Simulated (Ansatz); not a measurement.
# MnO2 (P4_2/mnm) in Ansatz: a series of runs, part 2 of 2

Ansatz 0.2.0. Earlier steps stand in the parts before.

### Step 3. Single point, PBEsol, collinear spin, ferromagnetic start, 8.88 Å³/atom (volume scaled by 0.96)

File input.yaml:

```yaml
crystal:
  lattice:
    - [4.340946056, 0.0, 0.0]
    - [0.0, 4.340946056, 0.0]
    - [0.0, 0.0, 2.8283288935]
  atoms:
    - { symbol: Mn, position: [0.5, 0.5, 0.5], spin: 4.0 }
    - { symbol: Mn, position: [0.0, 0.0, 0.0], spin: 4.0 }
    - { symbol: O, position: [0.80491615, 0.19508385, 0.5] }
    - { symbol: O, position: [0.69508385, 0.69508385, 0.0] }
    - { symbol: O, position: [0.19508385, 0.80491615, 0.5] }
    - { symbol: O, position: [0.30491615, 0.30491615, 0.0] }
kpoints:
  mp_grid: { grid: [6, 6, 9] }
scf:
  occupations: { method: fermi_dirac, width: 0.05 }
hamiltonian:
  xc: pbesol
  pseudopotentials: { kind: all_electron, lapw: { basis_error: 0.001 } }
magnetization:
  spin_polarized: true
output:
  forces: true
  stress: true
  eigenvalues: true
```

Potentials or basis: all-electron LAPW, scalar-relativistic.

Launch:

```bash
$ ansatz run input.yaml --threads 4 --pin off --max-ram 14336MiB --backend cpu --events-out ev --progress --plain --runs-dir out
```

Wall time 67 s (4 threads of Arm Neoverse V1, shared host); peak memory 1.1 GiB.

The run converged. Its results:

```yaml
Free_energy: -71163.3391 eV
Pressure: 7.9 GPa
Largest_force: 0.129 eV/Å
Band_gap_on_the_k_mesh: none (metal or under the smearing width)
Net_moment: 5.93 μB per cell
Absolute_moment: 6.04 μB per cell
Site_moments: Mn +2.53; O +0.12 μB
```

Caveat: the magnetic or orbital state may not be the lowest; semilocal functionals often make such compounds metallic where correlation or magnetic order opens a gap, which also shifts bond lengths; only a ferromagnetic start was run, and an antiferromagnetic order may lie lower in energy.

### Step 4. Single point, PBEsol, collinear spin, ferromagnetic start, 9.07 Å³/atom (volume scaled by 0.98)

Changes to input.yaml since step 3:

```diff
@@ -2,5 +2,5 @@
   lattice:
-    - [4.340946056, 0.0, 0.0]
-    - [0.0, 4.340946056, 0.0]
-    - [0.0, 0.0, 2.8283288935]
+    - [4.370884561, 0.0, 0.0]
+    - [0.0, 4.370884561, 0.0]
+    - [0.0, 0.0, 2.8478352264]
   atoms:
```

Launch:

```bash
$ ansatz run input.yaml --threads 4 --pin off --max-ram 14336MiB --backend cpu --events-out ev --progress --plain --runs-dir out
```

It took 66 s on 4 threads of Arm Neoverse V1, shared host; peak memory 1.1 GiB.

The run converged. Its results:

```yaml
Free_energy: -71163.3736 eV
Pressure: 2.1 GPa
Largest_force: 0.026 eV/Å
Band_gap_on_the_k_mesh: none (metal or under the smearing width)
Net_moment: 5.95 μB per cell
Absolute_moment: 6.08 μB per cell
Site_moments: Mn +2.55; O +0.11 μB
```

Caveat: the magnetic or orbital state may not be the lowest; semilocal functionals often make such compounds metallic where correlation or magnetic order opens a gap, which also shifts bond lengths; only a ferromagnetic start was run, and an antiferromagnetic order may lie lower in energy.

### Step 5. Single point, PBEsol, collinear spin, ferromagnetic start, 9.25 Å³/atom

Changes to input.yaml since step 4:

```diff
@@ -2,5 +2,5 @@
   lattice:
-    - [4.370884561, 0.0, 0.0]
-    - [0.0, 4.370884561, 0.0]
-    - [0.0, 0.0, 2.8478352264]
+    - [4.4004184607, 0.0, 0.0]
+    - [0.0, 4.4004184607, 0.0]
+    - [0.0, 0.0, 2.86707794]
   atoms:
```

Launch:

```bash
$ ansatz run input.yaml --threads 4 --pin off --max-ram 14336MiB --backend cpu --events-out ev --progress --plain --runs-dir out
```

It took 63 s on 4 threads of Arm Neoverse V1, shared host; peak memory 1.1 GiB.

The run converged. Its results:

```yaml
Free_energy: -71163.3700 eV
Pressure: -3.1 GPa
Largest_force: 0.068 eV/Å
Band_gap_on_the_k_mesh: none (metal or under the smearing width)
Net_moment: 5.97 μB per cell
Absolute_moment: 6.12 μB per cell
Site_moments: Mn +2.58; O +0.10 μB
```

Caveat: the magnetic or orbital state may not be the lowest; semilocal functionals often make such compounds metallic where correlation or magnetic order opens a gap, which also shifts bond lengths; only a ferromagnetic start was run, and an antiferromagnetic order may lie lower in energy.

### Step 6. Single point, PBEsol, collinear spin, ferromagnetic start, 9.44 Å³/atom (volume scaled by 1.02)

Changes to input.yaml since step 5:

```diff
@@ -2,5 +2,5 @@
   lattice:
-    - [4.4004184607, 0.0, 0.0]
-    - [0.0, 4.4004184607, 0.0]
-    - [0.0, 0.0, 2.86707794]
+    - [4.4295611541, 0.0, 0.0]
+    - [0.0, 4.4295611541, 0.0]
+    - [0.0, 0.0, 2.8860657645]
   atoms:
```

Potentials or basis: all-electron LAPW, scalar-relativistic.

Launch:

```bash
$ ansatz run input.yaml --threads 4 --pin off --max-ram 14336MiB --backend cpu --events-out ev --progress --plain --runs-dir out
```

Run time: 63 s. Hardware: 4 threads of Arm Neoverse V1, shared host; peak memory 1.1 GiB.

It converged, with:

```
Free energy            : -71163.3326 eV
Pressure               : -7.7 GPa
Largest force          : 0.154 eV/Å
Band gap on the k mesh : none (metal or under the smearing width)
Net moment             : 5.99 μB per cell
Absolute moment        : 6.17 μB per cell
Site moments           : Mn +2.61; O +0.10 μB
```

Caveat: the magnetic or orbital state may not be the lowest; semilocal functionals often make such compounds metallic where correlation or magnetic order opens a gap, which also shifts bond lengths; only a ferromagnetic start was run, and an antiferromagnetic order may lie lower in energy.

### Step 7. Single point, PBEsol, collinear spin, ferromagnetic start, 9.62 Å³/atom (volume scaled by 1.04)

Changes to input.yaml since step 6:

```diff
@@ -2,5 +2,5 @@
   lattice:
-    - [4.4295611541, 0.0, 0.0]
-    - [0.0, 4.4295611541, 0.0]
-    - [0.0, 0.0, 2.8860657645]
+    - [4.4583253442, 0.0, 0.0]
+    - [0.0, 4.4583253442, 0.0]
+    - [0.0, 0.0, 2.9048069764]
   atoms:
```

Launch:

```bash
$ ansatz run input.yaml --threads 4 --pin off --max-ram 14336MiB --backend cpu --events-out ev --progress --plain --runs-dir out
```

It took 60 s on 4 threads of Arm Neoverse V1, shared host; peak memory 1.1 GiB.

It converged, with:

| Quantity | Value |
| --- | --- |
| Free energy | -71163.2650 eV |
| Pressure | -11.8 GPa |
| Largest force | 0.230 eV/Å |
| Band gap on the k mesh | none (metal or under the smearing width) |
| Net moment | 6.00 μB per cell |
| Absolute moment | 6.20 μB per cell |
| Site moments | Mn +2.63; O +0.09 μB |

Caveat: the magnetic or orbital state may not be the lowest; semilocal functionals often make such compounds metallic where correlation or magnetic order opens a gap, which also shifts bond lengths; only a ferromagnetic start was run, and an antiferromagnetic order may lie lower in energy.

### Step 8. Single point, PBEsol, collinear spin, ferromagnetic start, 9.81 Å³/atom (volume scaled by 1.06)

Changes to input.yaml since step 7:

```diff
@@ -2,5 +2,5 @@
   lattice:
-    - [4.4583253442, 0.0, 0.0]
-    - [0.0, 4.4583253442, 0.0]
-    - [0.0, 0.0, 2.9048069764]
+    - [4.4867230866, 0.0, 0.0]
+    - [0.0, 4.4867230866, 0.0]
+    - [0.0, 0.0, 2.9233094305]
   atoms:
```

Launch:

```bash
$ ansatz run input.yaml --threads 4 --pin off --max-ram 14336MiB --backend cpu --events-out ev --progress --plain --runs-dir out
```

Run time: 57 s. Hardware: 4 threads of Arm Neoverse V1, shared host; peak memory 1.1 GiB.

Results (log left out):

```
Free energy            : -71163.1705 eV
Pressure               : -15.4 GPa
Largest force          : 0.298 eV/Å
Band gap on the k mesh : none (metal or under the smearing width)
Net moment             : 6.00 μB per cell
Absolute moment        : 6.24 μB per cell
Site moments           : Mn +2.66; O +0.08 μB
```

Caveat: the magnetic or orbital state may not be the lowest; semilocal functionals often make such compounds metallic where correlation or magnetic order opens a gap, which also shifts bond lengths; only a ferromagnetic start was run, and an antiferromagnetic order may lie lower in energy.

### Step 9. The reference run

An earlier run on the cell as given: functional PBEsol; potentials or basis all-electron LAPW, scalar-relativistic; cutoff 464 eV (chosen from the basis error); basis error allowed 0.001 eV/atom; k mesh 6 × 6 × 9; occupations fermi-dirac, width 0.05 eV; collinear spin, ferromagnetic start; starting moments [4.0, 4.0, 0.0, 0.0, 0.0, 0.0] μB.

* Pressure: -3.1 GPa
* Largest force: 0.068 eV/Å
* Band gap on the k mesh: none (metal or under the smearing width)
* Net moment: 5.97 μB per cell
* Absolute moment: 6.12 μB per cell
* Site moments: Mn +2.58; O +0.10 μB
* Loewdin charges: Mn +1.48; O -0.69 e
